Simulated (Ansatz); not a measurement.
Computed with DFT PBE, scalar-relativistic, plane waves, PAW in Ansatz. All cells share a 420 eV cutoff and Γ-centred k meshes spaced at most 0.3 Å⁻¹ (0.19 for metals, 2π included).

All energies are static (0 K, no zero-point motion). Larger cells and other orderings weren't all tried, so the list isn't exhaustive. The k mesh leaves about 4 meV/atom of noise in metals. No run is spin-polarised.

Question: Which is lower for Ge3Se2, the tetradymite or the corundum structure, and by how much?

Answer: The tetradymite structure, by 214 meV/atom. It takes 21.5 Å³/atom against 29.5.